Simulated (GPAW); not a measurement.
# WC (Qusongite) (P-6m2) in GPAW: further runs

One crystal, WC (Qusongite), is run at these levels: PBEsol+D3, PBEsol+D3(BJ); tasks: relaxation of cell and atoms.

Everything below comes from runs of GPAW 26.7.0. Logs are shortened: lines on timing, memory, paths and dates and some standing lists are left out, and cuts for length are marked. The log counts tension as positive stress, the text compression.

### 1 Starting point

The structure is hexagonal, space group P-6m2 (No. 187). The conventional cell has a = 2.907 Å, b = 2.907 Å, c = 2.837 Å, α = 90.00°, β = 90.00°, γ = 120.00°. Around W (site symmetry -6m2) lie 6 C at 2.20 Å. Around C (site symmetry -6m2) lie 6 W at 2.20 Å.

### 2 Relaxation of cell and atoms, PBEsol+D3

Input file run.py:

```python
from ase import Atoms
from ase.calculators.mixing import SumCalculator
from ase.filters import FrechetCellFilter
from ase.io import write
from ase.optimize import BFGS
from dftd3.ase import DFTD3
from gpaw import GPAW, PW, setup_paths

setup_paths.insert(0, '.')

atoms = Atoms(['W', 'C'],
              cell=[[2.9065, 0.0, 0.0],
                    [-1.45325, 2.5171028361, 0.0],
                    [0.0, 0.0, 2.8366]],
              scaled_positions=[[0.0, 0.0, 0.0],
                                [0.6666666667, 0.3333333333, 0.5]],
              pbc=True)

calc = GPAW(mode=PW(800),
            xc='PBEsol',
            kpts={'size': (9, 9, 8), 'gamma': True},
            occupations={'name': 'fermi-dirac', 'width': 0.05},
            nbands=19,
            convergence={'density': 1e-05, 'forces': 0.0001},
            maxiter=150,
            txt='gpaw.txt')
atoms.calc = SumCalculator([calc, DFTD3(method='pbesol', damping='d3zero')])
opt = BFGS(FrechetCellFilter(atoms), trajectory='relax.traj', logfile='-')
done = opt.run(fmax=0.02, steps=60)
calc.write('gs.gpw')
write('result.traj', atoms)
print('Converged:', done)
print('Cell:', atoms.cell.cellpar().round(4))
print('Volume:', round(atoms.get_volume(), 4))
print(atoms.get_scaled_positions().round(5))
```

Potentials or basis: PAW data sets generated in the run's folder for this functional, pw.

The run is started by

```console
$ gpaw-setup -f PBEsol C W
$ OMP_NUM_THREADS=1 python run.py
```

gpaw.txt:

```text
__  _  _
 | _ |_)|_||  |
 |__||  | ||/\| - 26.7.0

Input parameters:
  mode=PW(ecut=800.0),
  convergence={'density': 1e-05, 'forces': 0.0001},
  kpts=MonkhorstPack(size=(9, 9, 8), gamma=True),
  maxiter=150,
  nbands=19,
  occupations=Occupations(name='fermi-dirac', width=0.05),
  xc=XC(name='PBEsol')

Diagonalizing LCAO Hamiltonian
Converting LCAO to pw mode

           C

       W

Atoms  # Å, Bohr magnetons
|   | symbol |        x |        y |        z |    initial magnetic moments |
|---|--------|----------|----------|----------|-----------------------------|
| 0 |      W | 0.000000 | 0.000000 | 0.000000 | ( 0.0000,  0.0000,  0.0000) |
| 1 |      C | 1.453250 | 0.839034 | 1.418300 | ( 0.0000,  0.0000,  0.0000) |

Unit cell  # Å
| periodic |         x |        y |        z |  lengths |     angles |
|----------|-----------|----------|----------|----------|------------|
|      yes |  2.906500 | 0.000000 | 0.000000 | 2.906500 |  90.000000 |
|      yes | -1.453250 | 2.517103 | 0.000000 | 2.906500 |  90.000000 |
|      yes |  0.000000 | 0.000000 | 2.836600 | 2.836600 | 120.000000 |

Number of symmetries: 12
Symmetry operations  # r_c * U_cc + t_c -> r_c
|    | kind |            matrix            |
|----|------|------------------------------|
|  0 |  σ   |  1, 1, 0,  0,-1, 0,  0, 0, 1 |
|  1 |  C2  |  1, 1, 0,  0,-1, 0,  0, 0,-1 |
|  2 |  E   |  1, 0, 0,  0, 1, 0,  0, 0, 1 |
|  3 |  σ   |  1, 0, 0,  0, 1, 0,  0, 0,-1 |
|  4 |  C3  |  0, 1, 0, -1,-1, 0,  0, 0, 1 |
|  5 |  S3  |  0, 1, 0, -1,-1, 0,  0, 0,-1 |
|  6 |  σ   |  0,-1, 0, -1, 0, 0,  0, 0, 1 |
|  7 |  C2  |  0,-1, 0, -1, 0, 0,  0, 0,-1 |
|  8 |  σ   | -1, 0, 0,  1, 1, 0,  0, 0, 1 |
[... 137 lines left out ...]
SCF iterations
|iter     | |      energy | eigst |  dens |force |
|---------|-|-------------|-------|-------|------|
|iter:   1| |  -24.025535 | -0.13 |       |      |
|iter:   2| |  -23.571929 | -2.68 | -0.94 |      |
|iter:   3| |  -22.549405 | -1.72 | -1.00 |      |
|iter:   4| |  -22.552266 | -3.58 | -1.71 |      |
|iter:   5| |  -22.557221c| -3.72 | -1.95 |      |
|iter:   6| |  -22.557178c| -5.61 | -3.06 |      |
|iter:   7| |  -22.557180c| -7.01 | -3.65 |      |
|iter:   8| |  -22.557179c| -8.37c| -4.30 |      |
|iter:   9| |  -22.557179c| -8.43c| -4.98 |      |
|iter:  10| |  -22.557179c| -9.44c| -5.91c|      |
|iter:  11| |  -22.557179c|-10.42c| -6.71c|-16.08c|

Converged in 11 steps
Energy contributions relative to reference atoms: (reference = -439665.733139)

Energy contributions:
  Kinetic:          14.461753
  Coulomb:         -16.346755
  Zero:              0.018511
  External:          0.000000
  Xc:              -20.689071
  Entropy:          -0.003233
  Spinorbit:         0.000000
  ----------------------------
  Free energy:     -22.558796
  Extrapolated:    -22.557179
[... 26 lines left out ...]
No gap
No difference between direct/indirect transitions

Stress tensor  # eV/Ang^3
|        x |        y |        z |
|----------|----------|----------|
| 0.021768 | 0.000000 | 0.000000 |
| 0.000000 | 0.021768 | 0.000000 |
| 0.000000 | 0.000000 | 0.029893 |

Forces  # eV/Ang
|       x |       y |       z |
|---------|---------|---------|
| 0.00000 | 0.00000 | 0.00000 |  # W    0
| 0.00000 | 0.00000 | 0.00000 |  # C    1

Interpolating wave functions to new cell

           C

       W

Atoms  # Å, Bohr magnetons
|   | symbol |        x |         y |         z |    initial magnetic moments |
|---|--------|----------|-----------|-----------|-----------------------------|
| 0 |      W | 0.000000 | -0.000000 | -0.000000 | ( 0.0000,  0.0000,  0.0000) |
| 1 |      C | 1.448098 |  0.836060 |  1.413238 | ( 0.0000,  0.0000,  0.0000) |

Unit cell  # Å
| periodic |         x |        y |         z |  lengths |     angles |
|----------|-----------|----------|-----------|----------|------------|
|      yes |  2.896195 | 0.000000 |  0.000000 | 2.896195 |  90.000000 |
|      yes | -1.448098 | 2.508179 | -0.000000 | 2.896195 |  90.000000 |
|      yes |  0.000000 | 0.000000 |  2.826477 | 2.826477 | 120.000000 |

Number of symmetries: 12
Symmetry operations  # r_c * U_cc + t_c -> r_c
|    | kind |            matrix            |
|----|------|------------------------------|
|  0 |  σ   |  1, 1, 0,  0,-1, 0,  0, 0, 1 |
[... 217 lines left out ...]

       W

Atoms  # Å, Bohr magnetons
|   | symbol |        x |         y |        z |    initial magnetic moments |
|---|--------|----------|-----------|----------|-----------------------------|
| 0 |      W | 0.000000 | -0.000000 | 0.000000 | ( 0.0000,  0.0000,  0.0000) |
| 1 |      C | 1.443610 |  0.833469 | 1.409517 | ( 0.0000,  0.0000,  0.0000) |

Unit cell  # Å
| periodic |         x |         y |         z |  lengths |     angles |
|----------|-----------|-----------|-----------|----------|------------|
|      yes |  2.887221 |  0.000000 |  0.000000 | 2.887221 |  90.000000 |
|      yes | -1.443610 |  2.500407 | -0.000000 | 2.887221 |  90.000000 |
|      yes | -0.000000 | -0.000000 |  2.819035 | 2.819035 | 120.000000 |

Number of symmetries: 12
Symmetry operations  # r_c * U_cc + t_c -> r_c
|    | kind |            matrix            |
|----|------|------------------------------|
|  0 |  σ   |  1, 1, 0,  0,-1, 0,  0, 0, 1 |
|  1 |  C2  |  1, 1, 0,  0,-1, 0,  0, 0,-1 |
|  2 |  E   |  1, 0, 0,  0, 1, 0,  0, 0, 1 |
|  3 |  σ   |  1, 0, 0,  0, 1, 0,  0, 0,-1 |
|  4 |  C3  |  0, 1, 0, -1,-1, 0,  0, 0, 1 |
|  5 |  S3  |  0, 1, 0, -1,-1, 0,  0, 0,-1 |
|  6 |  σ   |  0,-1, 0, -1, 0, 0,  0, 0, 1 |
|  7 |  C2  |  0,-1, 0, -1, 0, 0,  0, 0,-1 |
|  8 |  σ   | -1, 0, 0,  1, 1, 0,  0, 0, 1 |
[... 193 lines left out ...]
Stress tensor  # eV/Ang^3
|         x |         y |         z |
|-----------|-----------|-----------|
| -0.026554 |  0.000000 |  0.000000 |
|  0.000000 | -0.026554 |  0.000000 |
|  0.000000 |  0.000000 | -0.023112 |

Forces  # eV/Ang
|       x |       y |       z |
|---------|---------|---------|
| 0.00000 | 0.00000 | 0.00000 |  # W    0
| 0.00000 | 0.00000 | 0.00000 |  # C    1

Interpolating wave functions to new cell

           C

       W

Atoms  # Å, Bohr magnetons
|   | symbol |        x |         y |        z |    initial magnetic moments |
|---|--------|----------|-----------|----------|-----------------------------|
| 0 |      W | 0.000000 | -0.000000 | 0.000000 | ( 0.0000,  0.0000,  0.0000) |
| 1 |      C | 1.443508 |  0.833410 | 1.409869 | ( 0.0000,  0.0000,  0.0000) |

Unit cell  # Å
| periodic |         x |         y |         z |  lengths |     angles |
|----------|-----------|-----------|-----------|----------|------------|
|      yes |  2.887016 |  0.000000 | -0.000000 | 2.887016 |  90.000000 |
|      yes | -1.443508 |  2.500229 |  0.000000 | 2.887016 |  90.000000 |
|      yes | -0.000000 | -0.000000 |  2.819739 | 2.819739 | 120.000000 |

Number of symmetries: 12
Symmetry operations  # r_c * U_cc + t_c -> r_c
|    | kind |            matrix            |
|----|------|------------------------------|
|  0 |  σ   |  1, 1, 0,  0,-1, 0,  0, 0, 1 |
|  1 |  C2  |  1, 1, 0,  0,-1, 0,  0, 0,-1 |
|  2 |  E   |  1, 0, 0,  0, 1, 0,  0, 0, 1 |
|  3 |  σ   |  1, 0, 0,  0, 1, 0,  0, 0,-1 |
|  4 |  C3  |  0, 1, 0, -1,-1, 0,  0, 0, 1 |
|  5 |  S3  |  0, 1, 0, -1,-1, 0,  0, 0,-1 |
|  6 |  σ   |  0,-1, 0, -1, 0, 0,  0, 0, 1 |
|  7 |  C2  |  0,-1, 0, -1, 0, 0,  0, 0,-1 |
|  8 |  σ   | -1, 0, 0,  1, 1, 0,  0, 0, 1 |
[... 137 lines left out ...]
SCF iterations
|iter     | |      energy | eigst |  dens |force |
|---------|-|-------------|-------|-------|------|
|iter:   1| |  -22.556600 | -4.67 |       |      |
|iter:   2| |  -22.556598 | -7.93c| -3.84 |      |
|iter:   3| |  -22.556591c| -7.32 | -3.88 |      |
|iter:   4| |  -22.556590c| -7.64c| -4.54 |      |
|iter:   5| |  -22.556590c| -8.60c| -5.26c|      |
|iter:   6| |  -22.556590c| -9.33c| -5.72c|-16.18c|

Converged in 6 steps
Energy contributions relative to reference atoms: (reference = -439665.733139)
[... 41 lines left out ...]
Stress tensor  # eV/Ang^3
|         x |         y |         z |
|-----------|-----------|-----------|
| -0.026704 |  0.000000 |  0.000000 |
|  0.000000 | -0.026704 |  0.000000 |
|  0.000000 |  0.000000 | -0.021735 |

Forces  # eV/Ang
|        x |        y |       z |
|----------|----------|---------|
|  0.00000 | -0.00000 | 0.00000 |  # W    0
| -0.00000 |  0.00000 | 0.00000 |  # C    1

Interpolating wave functions to new cell

           C

       W

Atoms  # Å, Bohr magnetons
|   | symbol |        x |         y |        z |    initial magnetic moments |
|---|--------|----------|-----------|----------|-----------------------------|
| 0 |      W | 0.000000 | -0.000000 | 0.000000 | ( 0.0000,  0.0000,  0.0000) |
| 1 |      C | 1.443194 |  0.833228 | 1.410479 | ( 0.0000,  0.0000,  0.0000) |

Unit cell  # Å
| periodic |         x |        y |         z |  lengths |     angles |
|----------|-----------|----------|-----------|----------|------------|
|      yes |  2.886387 | 0.000000 | -0.000000 | 2.886387 |  90.000000 |
|      yes | -1.443194 | 2.499685 |  0.000000 | 2.886387 |  90.000000 |
|      yes | -0.000000 | 0.000000 |  2.820957 | 2.820957 | 120.000000 |

Number of symmetries: 12
Symmetry operations  # r_c * U_cc + t_c -> r_c
|    | kind |            matrix            |
|----|------|------------------------------|
|  0 |  σ   |  1, 1, 0,  0,-1, 0,  0, 0, 1 |
|  1 |  C2  |  1, 1, 0,  0,-1, 0,  0, 0,-1 |
|  2 |  E   |  1, 0, 0,  0, 1, 0,  0, 0, 1 |
|  3 |  σ   |  1, 0, 0,  0, 1, 0,  0, 0,-1 |
|  4 |  C3  |  0, 1, 0, -1,-1, 0,  0, 0, 1 |
|  5 |  S3  |  0, 1, 0, -1,-1, 0,  0, 0,-1 |
|  6 |  σ   |  0,-1, 0, -1, 0, 0,  0, 0, 1 |
|  7 |  C2  |  0,-1, 0, -1, 0, 0,  0, 0,-1 |
|  8 |  σ   | -1, 0, 0,  1, 1, 0,  0, 0, 1 |
[... 137 lines left out ...]
SCF iterations
|iter     | |      energy | eigst |  dens |force |
|---------|-|-------------|-------|-------|------|
|iter:   1| |  -22.556559 | -4.16 |       |      |
|iter:   2| |  -22.556556 | -7.43c| -3.56 |      |
|iter:   3| |  -22.556538c| -6.68 | -3.60 |      |
|iter:   4| |  -22.556535c| -8.06c| -4.30 |      |
|iter:   5| |  -22.556536c| -8.04c| -4.79 |      |
|iter:   6| |  -22.556536c| -8.60c| -5.11c|      |
|iter:   7| |  -22.556536c|-10.03c| -5.96c|-16.18c|

Converged in 7 steps
Energy contributions relative to reference atoms: (reference = -439665.733139)

Energy contributions:
  Kinetic:          18.990930
  Coulomb:         -20.146155
  Zero:              0.016989
  External:          0.000000
  Xc:              -21.416696
  Entropy:          -0.003206
  Spinorbit:         0.000000
  ----------------------------
  Free energy:     -22.558139
  Extrapolated:    -22.556536
[... 29 lines left out ...]
Stress tensor  # eV/Ang^3
|         x |         y |         z |
|-----------|-----------|-----------|
| -0.027563 |  0.000000 |  0.000000 |
|  0.000000 | -0.027563 |  0.000000 |
| -0.000000 |  0.000000 | -0.019584 |

Forces  # eV/Ang
|        x |        y |       z |
|----------|----------|---------|
| -0.00000 |  0.00000 | 0.00000 |  # W    0
|  0.00000 | -0.00000 | 0.00000 |  # C    1

# Writing to gs.gpw (mode='')
```

Run time: 75 s. Hardware: 1 thread of Arm Neoverse V1, shared host; peak memory 0.23 GiB.

What came out:

| Item | Value |
| --- | --- |
| Free energy | -23.1429 eV |
| Relaxed volume | 10.18 Å³/atom |
| Relaxed cell | a = 2.886 Å, b = 2.886 Å, c = 2.821 Å, α = 90.00°, β = 90.00°, γ = 120.00° |
| Space group after relaxing (to 0.05 Å) | P-6m2 (No. 187) |
| Energy gained by relaxing | 4.6 meV/atom |
| Ionic steps | 5 |
| Pressure after relaxing | 0.0 GPa |
| Band gap on the k mesh | none (metal or under the smearing width) |
| Dispersion energy per atom | -0.292 eV |

Step by step:
| step | energy change (eV) | largest force (eV/Å) | pressure (GPa) | volume (Å³) |
| --- | --- | --- | --- | --- |
| 1 | 0.0000 | 0.0000 | -7.69 | 20.75 |
| 2 | -0.0074 | 0.0000 | -3.51 | 20.53 |
| 3 | -0.0092 | 0.0000 | 0.07 | 20.35 |
| 4 | -0.0092 | 0.0000 | 0.02 | 20.35 |
| 5 | -0.0092 | 0.0000 | -0.01 | 20.35 |

Final structure:
```
W C
1.0
     2.88639    0.00000    0.00000
    -1.44319    2.49968    0.00000
     0.00000    0.00000    2.82096
W C
1 1
Cartesian
  0.0000 0.0000 0.0000
  1.4432 0.8332 1.4105
```

Caveat: later steps reuse the first step's grids; pairwise dispersion overbinds metals, which lowers pressure and volume.

### 3 Relaxation of cell and atoms, PBEsol+D3(BJ)

run.py, as its differences from that of step 2:

```diff
@@ -26,3 +26,3 @@
             txt='gpaw.txt')
-atoms.calc = SumCalculator([calc, DFTD3(method='pbesol', damping='d3zero')])
+atoms.calc = SumCalculator([calc, DFTD3(method='pbesol', damping='d3bj')])
 opt = BFGS(FrechetCellFilter(atoms), trajectory='relax.traj', logfile='-')
```

Potentials or basis: PAW data sets generated in the run's folder for this functional, pw.

The run is started by

```console
$ gpaw-setup -f PBEsol C W
$ OMP_NUM_THREADS=1 python run.py
```

gpaw.txt:

```text
__  _  _
 | _ |_)|_||  |
 |__||  | ||/\| - 26.7.0

Input parameters:
  mode=PW(ecut=800.0),
  convergence={'density': 1e-05, 'forces': 0.0001},
  kpts=MonkhorstPack(size=(9, 9, 8), gamma=True),
  maxiter=150,
  nbands=19,
  occupations=Occupations(name='fermi-dirac', width=0.05),
  xc=XC(name='PBEsol')

Diagonalizing LCAO Hamiltonian
Converting LCAO to pw mode

           C

       W

Atoms  # Å, Bohr magnetons
|   | symbol |        x |        y |        z |    initial magnetic moments |
|---|--------|----------|----------|----------|-----------------------------|
| 0 |      W | 0.000000 | 0.000000 | 0.000000 | ( 0.0000,  0.0000,  0.0000) |
| 1 |      C | 1.453250 | 0.839034 | 1.418300 | ( 0.0000,  0.0000,  0.0000) |

Unit cell  # Å
| periodic |         x |        y |        z |  lengths |     angles |
|----------|-----------|----------|----------|----------|------------|
|      yes |  2.906500 | 0.000000 | 0.000000 | 2.906500 |  90.000000 |
|      yes | -1.453250 | 2.517103 | 0.000000 | 2.906500 |  90.000000 |
|      yes |  0.000000 | 0.000000 | 2.836600 | 2.836600 | 120.000000 |

Number of symmetries: 12
Symmetry operations  # r_c * U_cc + t_c -> r_c
|    | kind |            matrix            |
|----|------|------------------------------|
|  0 |  σ   |  1, 1, 0,  0,-1, 0,  0, 0, 1 |
|  1 |  C2  |  1, 1, 0,  0,-1, 0,  0, 0,-1 |
|  2 |  E   |  1, 0, 0,  0, 1, 0,  0, 0, 1 |
|  3 |  σ   |  1, 0, 0,  0, 1, 0,  0, 0,-1 |
[... 689 lines left out ...]
Interpolating wave functions to new cell

           C

       W

Atoms  # Å, Bohr magnetons
|   | symbol |        x |         y |        z |    initial magnetic moments |
|---|--------|----------|-----------|----------|-----------------------------|
| 0 |      W | 0.000000 | -0.000000 | 0.000000 | ( 0.0000,  0.0000,  0.0000) |
| 1 |      C | 1.440404 |  0.831617 | 1.405122 | ( 0.0000,  0.0000,  0.0000) |

Unit cell  # Å
| periodic |         x |         y |         z |  lengths |     angles |
|----------|-----------|-----------|-----------|----------|------------|
|      yes |  2.880807 | -0.000000 |  0.000000 | 2.880807 |  90.000000 |
|      yes | -1.440404 |  2.494852 | -0.000000 | 2.880807 |  90.000000 |
|      yes |  0.000000 |  0.000000 |  2.810245 | 2.810245 | 120.000000 |

Number of symmetries: 12
Symmetry operations  # r_c * U_cc + t_c -> r_c
|    | kind |            matrix            |
|----|------|------------------------------|
|  0 |  σ   |  1, 1, 0,  0,-1, 0,  0, 0, 1 |
|  1 |  C2  |  1, 1, 0,  0,-1, 0,  0, 0,-1 |
|  2 |  E   |  1, 0, 0,  0, 1, 0,  0, 0, 1 |
|  3 |  σ   |  1, 0, 0,  0, 1, 0,  0, 0,-1 |
|  4 |  C3  |  0, 1, 0, -1,-1, 0,  0, 0, 1 |
|  5 |  S3  |  0, 1, 0, -1,-1, 0,  0, 0,-1 |
|  6 |  σ   |  0,-1, 0, -1, 0, 0,  0, 0, 1 |
|  7 |  C2  |  0,-1, 0, -1, 0, 0,  0, 0,-1 |
|  8 |  σ   | -1, 0, 0,  1, 1, 0,  0, 0, 1 |
[... 137 lines left out ...]
SCF iterations
|iter     | |      energy | eigst |  dens |force |
|---------|-|-------------|-------|-------|------|
|iter:   1| |  -22.550851 | -4.45 |       |      |
|iter:   2| |  -22.550849 | -7.69c| -3.76 |      |
|iter:   3| |  -22.550841c| -7.08 | -3.81 |      |
|iter:   4| |  -22.550840c| -8.10c| -4.43 |      |
|iter:   5| |  -22.550840c| -8.28c| -5.00c|      |
|iter:   6| |  -22.550840c| -8.79c| -5.41c|-16.05c|

Converged in 6 steps
Energy contributions relative to reference atoms: (reference = -439665.733139)
[... 41 lines left out ...]
Stress tensor  # eV/Ang^3
|         x |         y |         z |
|-----------|-----------|-----------|
| -0.044968 | -0.000000 |  0.000000 |
| -0.000000 | -0.044968 |  0.000000 |
|  0.000000 |  0.000000 | -0.048461 |

Forces  # eV/Ang
|       x |       y |       z |
|---------|---------|---------|
| 0.00000 | 0.00000 | 0.00000 |  # W    0
| 0.00000 | 0.00000 | 0.00000 |  # C    1

# Writing to gs.gpw (mode='')
```

It took 65 s on 1 thread of Arm Neoverse V1, shared host; peak memory 0.23 GiB.

Results:

```yaml
Free_energy: -23.4747 eV
Relaxed_volume: 10.10 Å³/atom
Relaxed_cell: a = 2.881 Å, b = 2.881 Å, c = 2.810 Å, α = 90.00°, β = 90.00°, γ = 120.00°
Space_group_after_relaxing_to_0.05_Å: P-6m2 (No. 187)
Energy_gained_by_relaxing: 9.3 meV/atom
Ionic_steps: 4
Pressure_after_relaxing: 0.0 GPa
Band_gap_on_the_k_mesh: none (metal or under the smearing width)
Dispersion_energy_per_atom: -0.461 eV
```

Stress tensor (GPa, compression positive):
```
-0.15  0.00  0.00
 0.00 -0.15  0.00
 0.00  0.00  0.28
```

The path:
| step | energy change (eV) | largest force (eV/Å) | pressure (GPa) | volume (Å³) |
| --- | --- | --- | --- | --- |
| 1 | 0.0000 | 0.0000 | -10.93 | 20.75 |
| 2 | -0.0152 | 0.0000 | -4.95 | 20.44 |
| 3 | -0.0186 | 0.0000 | 0.13 | 20.19 |
| 4 | -0.0186 | 0.0000 | 0.00 | 20.20 |

Final structure:
```
W C
1.0
     2.88081    0.00000    0.00000
    -1.44040    2.49485    0.00000
     0.00000    0.00000    2.81024
W C
1 1
Direct
  0.00000 0.00000 0.00000
  0.66667 0.33333 0.50000
```

Levels at points of the mesh, in eV from the Fermi level:
```
           k point  band 5  band 6  band 7  band 8  band 9  band 10  band 11  band 12  band 13  band 14
(0.00, 0.00, 0.00)  -14.61   -4.47   -3.44   -3.44    0.11     3.35     3.35     5.80     5.80     6.60
(0.00, 0.00, 0.50)  -10.42   -8.80   -2.09   -2.09   -0.62    -0.62     3.80     4.59     4.59    10.21
```

Caveat: later steps reuse the first step's grids; pairwise dispersion overbinds metals, which lowers pressure and volume.
